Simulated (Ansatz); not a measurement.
Geometry optimisation in Ansatz: input, command and trajectory.

```yaml
crystal:
  lattice:
    - [-1.9016904411, 4.0528723681, 4.0787341327]
    - [1.9016904411, -4.0528723681, 4.0787341327]
    - [1.9016904411, 4.0528723681, -4.0787341327]
  atoms:
    - { symbol: Mg, position: [0.7154840925, 0.2154840925, 0.5] }
    - { symbol: Mg, position: [0.2845159075, 0.7845159075, 0.5] }
    - { symbol: Sb, position: [0.0, 0.0, 0.0] }
    - { symbol: Sb, position: [0.7087571644, 0.5, 0.2087571644] }
    - { symbol: Sb, position: [0.2912428356, 0.5, 0.7912428356] }
basis:
  ecutwfc: 420
kpoints:
  mp_grid: { grid: [10, 10, 10] }
hamiltonian:
  xc: pbesol
scf:
  occupations: { method: gaussian, width: 0.1 }
output:
  forces: true
  stress: true
  eigenvalues: true
relax:
  adjacent_minimum: "off"
  f_tol: 0.01
  max_steps: 60
  cell: { stress_tol: 0.1 }
```

```bash
ansatz run input.yaml --threads 1 --pin off --max-ram 2560MiB --backend cpu --events-out ev --progress --plain --runs-dir out
```

Theory: Ansatz 0.2.0, DFT PBEsol, scalar-relativistic, plane waves, PAW.

Of 4 frames 3 are shown, positions in Å and forces in eV/Å; the SCF threshold varies from step to step. Steps run on the plane waves of an earlier cell, with a Pulay correction in the pressure. The basis is chosen afresh for the last frame, the zero of the energies, and at times for earlier ones too; energy and pressure can step there, also at an unchanged geometry. Where two frames share a geometry here, they differ by under 2 meV/atom and 0.3 GPa.

```xyz
5
Lattice="-1.9017 4.0529 4.0787 1.9017 -4.0529 4.0787 1.9017 4.0529 -4.0787" Properties=species:S:1:pos:R:3:forces:R:3 pbc="T T T" step=1 free_energy_over_end_meV_per_atom=0.78 pressure_GPa=0.11
Mg    0.0000    4.0529    1.7578    0.0000    0.0000   -0.0212
Mg    1.9017    0.0000    2.3209    0.0000    0.0000    0.0212
Sb    0.0000    0.0000    0.0000    0.0000    0.0000    0.0000
Sb    0.0000    1.6921    4.0787    0.0000   -0.0557    0.0000
Sb    1.9017    2.3607    0.0000    0.0000    0.0557    0.0000
5
Lattice="-1.9220 4.0298 4.0696 1.9220 -4.0298 4.0696 1.9220 4.0298 -4.0696" Properties=species:S:1:pos:R:3:forces:R:3 pbc="T T T" step=2 free_energy_over_end_meV_per_atom=0.10 pressure_GPa=-0.11
Mg    0.0000    4.0298    1.7535    0.0000    0.0000    0.0059
Mg    1.9220    0.0000    2.3161    0.0000    0.0000   -0.0059
Sb    0.0000    0.0000    0.0000    0.0000    0.0000    0.0000
Sb    0.0000    1.6682    4.0696    0.0000    0.0419    0.0000
Sb    1.9220    2.3616    0.0000    0.0000   -0.0419    0.0000
5
Lattice="-1.9232 4.0248 4.0636 1.9232 -4.0248 4.0636 1.9232 4.0248 -4.0636" Properties=species:S:1:pos:R:3:forces:R:3 pbc="T T T" step=4 free_energy_over_end_meV_per_atom=0.00 pressure_GPa=0.01
Mg    0.0000    4.0248    1.7491    0.0000    0.0000   -0.0027
Mg    1.9232    0.0000    2.3145    0.0000    0.0000    0.0027
Sb    0.0000    0.0000    0.0000    0.0000    0.0000    0.0000
Sb    0.0000    1.6729    4.0636    0.0000    0.0066    0.0000
Sb    1.9232    2.3519    0.0000    0.0000   -0.0066    0.0000
```

Time: 2.6 min on 1 thread of Arm Neoverse V1 (shared host), peak memory 0.81 GiB.